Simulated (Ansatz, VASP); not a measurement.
This is a calculation of InPd for VASP 6.6.1.

Contents of INCAR:

```
SYSTEM = InPd
ALGO = Normal ; EDIFF = 1E-7
ENCUT = 520 ; GGA = PS
GGA_COMPAT = .FALSE. ; ISIF = 2
ISMEAR = -1 ; LASPH = .TRUE.
LCHARG = .FALSE. ; LMAXMIX = 4
LORBIT = 11 ; LREAL = .FALSE.
LSORBIT = .TRUE. ; LWAVE = .FALSE.
MAGMOM = 0 0 0 0 0 0 ; NBANDS = 35
NELM = 60 ; PREC = Accurate
SIGMA = 0.05
```

File KPOINTS:

```
k-points
0
G
  6 6 6
  0 0 0
```

The input POSCAR:

```
InPd
1.0
    3.2718847800      0.0000000000      0.0000000000
    0.0000000000      3.2718847800      0.0000000000
    0.0000000000      0.0000000000      3.2718847800
In Pd
1 1
Direct
    0.0000000000      0.0000000000      0.0000000000
    0.5000000000      0.5000000000      0.5000000000
```

File KPOINTS_OPT:

```
path GXMGRX,MR
10
line-mode
reciprocal
 0.0000000000  0.0000000000  0.0000000000  G
 0.0000000000  0.5000000000  0.0000000000  X

 0.0000000000  0.5000000000  0.0000000000  X
 0.5000000000  0.5000000000  0.0000000000  M

 0.5000000000  0.5000000000  0.0000000000  M
 0.0000000000  0.0000000000  0.0000000000  G

 0.0000000000  0.0000000000  0.0000000000  G
 0.5000000000  0.5000000000  0.5000000000  R

 0.5000000000  0.5000000000  0.5000000000  R
 0.0000000000  0.5000000000  0.0000000000  X

 0.5000000000  0.5000000000  0.0000000000  M
 0.5000000000  0.5000000000  0.5000000000  R
```

Potentials or basis: VASP PAW PBE potentials, release 64 (In_d, Pd).

The run is started by

```sh
$ cat potpaw_PBE.64/In_d/POTCAR potpaw_PBE.64/Pd/POTCAR > POTCAR
$ mpirun -np 1 vasp_ncl > vasp.out
```

Problem. Translate it to Ansatz 0.2.0. Potentials there: Ansatz PAW.

Solution. As run (the cutoff follows the program's own potentials):

The input input.yaml:

```yaml
crystal:
  lattice:
    - [3.27188478, 0.0, 0.0]
    - [0.0, 3.27188478, 0.0]
    - [0.0, 0.0, 3.27188478]
  atoms:
    - { symbol: In, position: [0.0, 0.0, 0.0] }
    - { symbol: Pd, position: [0.5, 0.5, 0.5] }
hamiltonian:
  xc: pbesol
  pseudopotentials: { kind: paw_fr }
magnetization:
  noncollinear: true
  spin_orbit: true
kpoints:
  mp_grid: { grid: [6, 6, 6] }
  band_path:
    path:
      - [[0.0, 0.0, 0.0], [0.0, 0.5, 0.0], [0.5, 0.5, 0.0], [0.0, 0.0, 0.0], [0.5, 0.5, 0.5], [0.0, 0.5, 0.0]]
      - [[0.5, 0.5, 0.0], [0.5, 0.5, 0.5]]
    npoints: 14
scf:
  occupations: { method: fermi_dirac, width: 0.05 }
  n_extra_bands: 6
output:
  forces: true
  stress: true
  eigenvalues: true
  fatbands: true
```

Potentials or basis: Ansatz PAW.

Run with:

```sh
$ ansatz run input.yaml --threads 2 --pin off --max-ram 5632MiB --backend cpu --events-out ev --progress --plain --runs-dir out
```

Both were run:

|  | VASP | Ansatz | Ansatz less VASP |
| --- | --- | --- | --- |
| gap on the k mesh at the Fermi level (eV) | none | none | - |
| pressure (GPa) | -2.7 | -2.8 | -0.12 |

A gap of «none» marks a metal or a gap that the smearing closes. With one functional, cell and mesh, what is left measures potentials, basis and numerics. The two sets of potentials don't hold the same shells in valence.

Caveats: the PAW data sets were made with another functional, which shifts forces and pressure a little (VASP); the PAW data sets come from PBE, with cores solved anew for the run's functional, which leaves a small shift of forces and pressure (Ansatz).
